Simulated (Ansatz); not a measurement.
**Compressing HfN: a fit and a missing row**

HfN, Fm-3m, a = 4.548 Å. Ansatz: PBE, PAW, 420 eV, Γ-centred 16×16×16 mesh on 2 atoms, Gaussian smearing 0.10 eV; no spin polarisation. Symmetry fixes shape and atoms, so the cell is only scaled; pressure is positive in compression.

```tsv
V (Å³/atom)	P (GPa)
10.347	?
10.699	30.36
11.052	18.59
11.405	8.56
11.757	0.00
12.110	-7.31
12.463	-13.55
12.933	-20.46
```

Q: Take V0 = 11.757 Å³/atom, fit the third-order Birch–Murnaghan form to the other rows, and predict the missing pressure.

A: With the Eulerian strain f = ½[(V0/V)^(2/3) − 1] and y = P/[3f(1 + 2f)^(5/2)], the form is the line y = B0 + 1.5 B0 (B0′ − 4) f. Rows (f, y): 0.03244, 266.6; 0.02104, 265.7; 0.01024, 264.9; -0.00976, 262.3; -0.01907, 261.0; -0.03079, 259.6. Means f = 0.0006833, y = 263.35; Σ(Δf)² = 0.003004, ΣΔfΔy = 0.3413; the slope is their ratio. y = 263.3 + 113.6 f GPa, so B0 = 263.3 GPa and B0′ = 4 + 2 × (113.6)/(3 × 263.3) = 4.29. At V = 10.347, f = 0.04445, y = 268.35 and P = 44.28 GPa. The run gave 44.18 GPa, so the fit is 0.10 GPa too high, a small miss on the scale of the series.

The cell has an odd number of electrons and ran without spin polarisation, so a magnetic or disproportionated state may lie lower. Spin–orbit coupling is left out, which can shift energies with elements as heavy as these.